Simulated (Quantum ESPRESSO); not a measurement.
# TiAl: equation of state with PBE

Crystal: TiAl.

```
CELL_PARAMETERS angstrom
3.17906 0.00000 0.00000
0.00000 3.17906 0.00000
0.00000 0.00000 3.17906
ATOMIC_POSITIONS crystal
Ti 0.00000 0.00000 0.00000
Al 0.50000 0.50000 0.50000
```

The cell comes from a database or a generator and needn't be the stable form of this composition.

| Item | Value |
| --- | --- |
| Program | Quantum ESPRESSO 7.5 |
| Task | equation of state |
| Functional | PBE |
| Potentials or basis | SSSP 1.3 efficiency PBE |
| Cutoff | 748 eV |
| Density cutoff | 5987 eV |
| k mesh | 8 × 8 × 8 |
| Occupations | fermi-dirac, width 0.05 eV |
| Spin | no spin polarisation |

```
Equilibrium volume                      : 16.19 Å³/atom
Bulk modulus                            : 112 GPa
Pressure derivative of the bulk modulus : 4.0
```

Energy against volume, from the lowest point:
```tsv
volume (Å³/atom)	energy (meV/atom)
15.101	28.34
15.422	13.43
15.743	4.16
16.065	0.00
16.386	0.46
16.707	5.11
17.028	13.54
```

All runs of the series together: 2.2 min on 1 thread of Arm Neoverse V2 (shared host).
